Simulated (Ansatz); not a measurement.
# TiAl (P-6m2) in Ansatz: reference runs

Aim: a first look at TiAl with PBEsol, on the cell as given and on a disturbed one.

All numbers are computed with Ansatz 0.2.0; they aren't measurements. Logs are shortened: lines on timing, memory, paths and dates and some standing lists are left out, and cuts for length are marked.

## (1) Starting point

The structure is hexagonal, space group P-6m2 (No. 187). Conventional cell: a = 2.867 Å, b = 2.867 Å, c = 4.678 Å, α = 90.00°, β = 90.00°, γ = 120.00°. Ti (site symmetry -6m2) has 6 Al at 2.87 Å and 6 Ti at 2.87 Å as nearest neighbours. Al (site symmetry -6m2) has 6 Ti at 2.87 Å and 6 Al at 2.87 Å as nearest neighbours.

The cell comes from a database or a generator and needn't be the stable form of this composition.

## (2) Single point, PBEsol

input.yaml reads:

```yaml
crystal:
  lattice:
    - [2.8672622327, 0.0, 0.0]
    - [-1.4336311163, 2.4831219328, 0.0]
    - [0.0, 0.0, 4.678083]
  atoms:
    - { symbol: Ti, position: [0.0, 0.0, 0.0] }
    - { symbol: Al, position: [0.3333333333, 0.6666666667, 0.5] }
hamiltonian:
  xc: pbesol
  pseudopotentials: { kind: paw }
kpoints:
  mp_grid: { grid: [11, 11, 6] }
scf:
  occupations: { method: fermi_dirac, width: 0.05 }
output:
  forces: true
  stress: true
  eigenvalues: true
```

Potentials or basis: Ansatz PAW.

The run is started by

```console
> ansatz run input.yaml --threads 2 --pin off --max-ram 5632MiB --backend cpu --events-out ev --progress --plain --runs-dir out
```

The program printed:

```text
Warning: RAYON_NUM_THREADS=2 ignored (pool sized by the plan → 2); use --threads N
Engine: ansatz 0.2.0, x86_64-unknown-linux-gnu
Pseudopotentials: kind: paw
Pseudopotential: Ti, paw, valence charge 12, recommended cutoff 420 eV (normal), Ti.paw.azcp
Pseudopotential: Al, paw, valence charge 3, recommended cutoff 420 eV (normal), Al.paw.azcp
Functional definition: PBEsol
  exchange = pbesol_x
  correlation = pbesol_c
Crystal: 2 atoms, lattice volume = 33.307 Å³
Basis set: ecut = 420 eV, 663 PW (Γ), exchange–correlation on 40×40×64 points (8 copies of the dense FFT grid, shifted against one another)
Bands: 12, of which v1, the nominal top of the filled ones, is band 8 counted from 1 (7 counted from 0)
Symmetry: 12 space group operations
Space group: P-6m2 (ITA 187), of the structure as read, at distance tolerance 3.2e-5 Å
k-points: 64 of 726 (time reversal used)
Non-local potential: Ti, projectors of the file, l = 0: 3, l = 1: 2, l = 2: 3, l = 3: 1
Non-local potential: Al, projectors of the file, l = 0: 2, l = 1: 2, l = 2: 1
PAW form: soft (Blöchl's): semilocal exchange-correlation on the pseudo side does not see the compensation charge
PAW frozen core: Ti, regenerated for the run's functional, and the local potential with it (the file was generated under x = pbe(κ = 0.804, μ = 0.2195149727645171), c = pbe(β = 0.06672455060314922))
PAW frozen core: Al, regenerated for the run's functional, and the local potential with it (the file was generated under x = pbe(κ = 0.804, μ = 0.2195149727645171), c = pbe(β = 0.06672455060314922))
PAW one-centre angular grid: Ti, 590 points (default); XC on 64 Gauss nodes
PAW one-centre angular grid: Al, 110 points (default); XC on 64 Gauss nodes
Initial density: superposition of atomic densities (neutral atoms: chi_scale 0, normalization atom), corrected by the library's trained network
Initial wavefunctions: pseudopotential atomic-orbital guess
Functional: x = pbesol(κ = 0.804, μ = 0.12345679012345678), c = pbesol(β = 0.046)
SCF iter   1: F=—  HF=-2998.955792 eV  |F-HF|=—  |Δ(HF+E_count)|=         —  Δρ=9.53e-3  dr2=4.40e-2  ethr=1.77e-3  ⟨swp⟩=5.1  Hψ=3936  notcnv=0
preconditioner: auto → none  [metal: Δε(μ)=0.004 eV  Ē_g=5.144 eV  σ=0.050 eV  W_gap=0.02  n_scr=2 (ndim 8)  ℏωp=17.0 eV  f_vac=0.000  D(μ)=2.85/eV (n_scr^D=34)  sad-step TF]
SCF iter   2: F=—  HF=-2998.950959 eV  |F-HF|=—  |Δ(HF+E_count)|=   4.83e-3  Δρ=5.95e-3  dr2=2.10e-2  ethr=2.93e-4  ⟨swp⟩=2.0  Hψ=1537  notcnv=0
SCF iter   3: F=—  HF=-2998.947631 eV  |F-HF|=—  |Δ(HF+E_count)|=   3.33e-3  Δρ=1.16e-3  dr2=1.02e-3  ethr=1.40e-4  ⟨swp⟩=2.0  Hψ=1135  notcnv=0
SCF iter   4: F=—  HF=-2998.947361 eV  |F-HF|=—  |Δ(HF+E_count)|=   2.69e-4  Δρ=2.85e-4  dr2=1.06e-5  ethr=6.79e-6  ⟨swp⟩=2.3  Hψ=1034  notcnv=0
SCF iter   5: F=—  HF=-2998.947338 eV  |F-HF|=—  |Δ(HF+E_count)|=   2.37e-5  Δρ=3.58e-5  dr2=5.33e-7  ethr=7.05e-8  ⟨swp⟩=2.1  Hψ=1196  notcnv=0
SCF iter   6: F=-2998.947338 eV  HF=-2998.947338 eV  |F-HF|=1.01e-8  |Δ(HF+E_count)|=   3.32e-9  Δρ=5.58e-6  dr2=1.39e-8  ethr=6.67e-10  ⟨swp⟩=5.0  Hψ=3196  notcnv=0
SCF 1 converged in 6 iterations: F = -2998.947338 eV  dr2 = 1.39e-8
SCF converged after 6 iterations
Free energy (F): -2998.947338 eV
Harris-Foulkes:  -2998.947338 eV  (|F-HF|=1.01e-8)
Internal energy: -2998.923650 eV  (E = F + TS)
E sigma→0 (E₀):  -2998.935494 eV
Entropy (-TS):   -0.023688 eV (-11.844 meV/atom)
Fermi energy:    10.333386 eV
--- Per-component energies (eV) ---
  E_band       = -169.978957
  E_kinetic    = 295.171087
  E_local      = -1157.190204  (includes V_loc(G=0)·N_el)
  E_nonlocal   = 19.898813
  E_hartree    = 498.536168
  E_xc         = -136.200328
  E_vxc        = -150.779970  (∫ρ·V_xc dr)
  E_paw        = -1477.314320  (= ΣΔE_a)
  E_vpaw       = -174.146533  (= ΣTr[D̂ρ^β])
  E_aug_tail   = 0.000105  (compensation charges beyond the density's cutoff)
  E_ewald      = -1041.983494
  E_core_change = 0.158523  (= ΣΔE_core)
  E_smearing   = -0.023688  (= −TS)
  E_closure    = 0.000000  (closes the sum)
  Σ components = -2998.947338   (vs F -2998.947338, Δ=0.00e0)
--- Forces (eV/Å), atoms counted from 1 ---
  atom   1  Ti    -0.00000000     0.00000000     0.00000000
  atom   2  Al     0.00000000     0.00000000    -0.00000000
  max |Σ_I F_I| component: 4.51e-17 eV/Å
--- Stress (GPa, compression-positive) ---
       -2.287054      -0.000000       0.000000
       -0.000000      -2.287054       0.000000
        0.000000       0.000000      -3.957464
  P = ⅓ Tr σ = -2.8439 GPa (-28.439 kbar)
--- Band table (eV; the first three rows and the last of 64) ---
  k-point 0: bands = ["-45.9093", "-22.3411", "-21.9194", "-21.9194", "1.4514", "8.0500", "8.5387", "11.6297", "11.6297", "13.1220", "13.1220", "14.2615"]
  k-point 1: bands = ["-45.9093", "-22.3423", "-21.9194", "-21.9194", "1.6216", "6.9351", "9.3031", "11.6328", "11.6328", "13.1031", "13.1031", "14.8287"]
  k-point 2: bands = ["-45.9093", "-22.3445", "-21.9194", "-21.9194", "2.0508", "5.6835", "9.7855", "11.6391", "11.6391", "13.0658", "13.0658", "16.1807"]
  k-point 63: bands = ["-45.8010", "-22.3796", "-22.2650", "-22.2365", "7.8595", "8.6307", "9.6258", "10.0413", "10.3650", "11.5812", "13.6133", "14.9670"]
```

It took 1.6 s on 2 threads of AMD EPYC 7R43 (Zen 3), shared host; peak memory 0.37 GiB.

Results:

```
Free energy            : -2998.9473 eV
Pressure               : -2.8 GPa
Band gap on the k mesh : none (metal or under the smearing width)
```

Levels at points of the mesh, in eV from the Fermi level:
```tsv
k point	band 3	band 4	band 5	band 6	band 7	band 8	band 9	band 10	band 11	band 12
(0.00, 0.00, 0.00)	-32.25	-32.25	-8.88	-2.28	-1.79	1.30	1.30	2.79	2.79	3.93
(0.00, 0.00, -0.50)	-32.25	-32.25	-7.98	-5.24	-0.41	1.31	1.31	2.71	2.71	6.78
```

Caveat: the PAW data sets come from PBE, with cores solved anew for the run's functional, which leaves a small shift of forces and pressure.

## (3) Single point, PBEsol (atoms moved at random, drawn with an rms of 0.05 Å)

input.yaml: that of step 2 with these lines changed.

```diff
@@ -6,4 +6,4 @@
   atoms:
-    - { symbol: Ti, position: [0.0, 0.0, 0.0] }
-    - { symbol: Al, position: [0.3333333333, 0.6666666667, 0.5] }
+    - { symbol: Ti, position: [-0.009755, 0.004856, 0.01131] }
+    - { symbol: Al, position: [0.348123, 0.662687, 0.516325] }
 hamiltonian:
```

Potentials or basis: Ansatz PAW.

The run is started by

```console
> ansatz run input.yaml --threads 2 --pin off --max-ram 5632MiB --backend cpu --events-out ev --progress --plain --runs-dir out
```

The program printed:

```text
Warning: RAYON_NUM_THREADS=2 ignored (pool sized by the plan → 2); use --threads N
[... 7 set-up lines as earlier in the session ...]
Crystal: 2 atoms, lattice volume = 33.307 Å³
Basis set: ecut = 420 eV, 663 PW (Γ), exchange–correlation on 40×40×64 points (8 copies of the dense FFT grid, shifted against one another)
Bands: 12, of which v1, the nominal top of the filled ones, is band 8 counted from 1 (7 counted from 0)
Symmetry: 1 space group operations
Space group: P1 (ITA 1), of the structure as read, at distance tolerance 3.2e-5 Å
k-points: 364 of 726 (time reversal used)
[... 3 set-up lines as earlier in the session ...]
[... 29 lines left out ...]
  E_hartree    = 498.620955
  E_xc         = -136.204157
  E_vxc        = -150.784665  (∫ρ·V_xc dr)
  E_paw        = -1477.321701  (= ΣΔE_a)
  E_vpaw       = -174.157356  (= ΣTr[D̂ρ^β])
  E_aug_tail   = 0.000105  (compensation charges beyond the density's cutoff)
  E_ewald      = -1041.903063
  E_core_change = 0.158523  (= ΣΔE_core)
  E_smearing   = -0.023573  (= −TS)
  E_closure    = 0.000000  (closes the sum)
  Σ components = -2998.938746   (vs F -2998.938746, Δ=0.00e0)
--- Forces (eV/Å), atoms counted from 1 ---
  atom   1  Ti     0.15133023    -0.02643353     0.15625202
  atom   2  Al    -0.15133096     0.02643420    -0.15624852
  max |Σ_I F_I| component: 3.51e-6 eV/Å
--- Stress (GPa, compression-positive) ---
       -2.644874       1.289368       0.069940
        1.289368      -1.897816      -0.010962
        0.069940      -0.010962      -3.728568
  P = ⅓ Tr σ = -2.7571 GPa (-27.571 kbar)
--- Band table (eV; the first three rows and the last of 364) ---
  k-point 0: bands = ["-45.9078", "-22.3397", "-21.9213", "-21.9151", "1.4511", "8.0492", "8.5410", "11.6255", "11.6348", "13.1043", "13.1398", "14.2584"]
  k-point 1: bands = ["-45.9077", "-22.3409", "-21.9213", "-21.9150", "1.6213", "6.9361", "9.3028", "11.6287", "11.6382", "13.0861", "13.1200", "14.8271"]
  k-point 2: bands = ["-45.9077", "-22.3432", "-21.9212", "-21.9150", "2.0505", "5.6847", "9.7836", "11.6350", "11.6449", "13.0503", "13.0814", "16.1813"]
  k-point 363: bands = ["-45.8160", "-22.4455", "-22.2499", "-22.0724", "5.5617", "8.4409", "9.3962", "9.7893", "12.0161", "13.1426", "13.5074", "14.8524"]
```

Wall time 7.8 s (2 threads of AMD EPYC 7R43 (Zen 3), shared host); peak memory 0.48 GiB.

Results:

```yaml
Free_energy: -2998.9387 eV
Pressure: -2.8 GPa
Largest_force: 0.219 eV/Å
Band_gap_on_the_k_mesh: none (metal or under the smearing width)
```

Forces in eV/Å, atoms in the order of the input:
```
Ti   0.151 -0.026  0.156
Al  -0.151  0.026 -0.156
```

Levels at points of the mesh, in eV from the Fermi level:
```csv
k point,band 6,band 7,band 8,band 9,band 10,band 11
"(0.00, 0.00, 0.00)",-2.28,-1.79,1.29,1.30,2.77,2.81
"(0.00, 0.00, -0.50)",-5.24,-0.41,1.30,1.31,2.70,2.73
```

Caveat: the PAW data sets come from PBE, with cores solved anew for the run's functional, which leaves a small shift of forces and pressure.
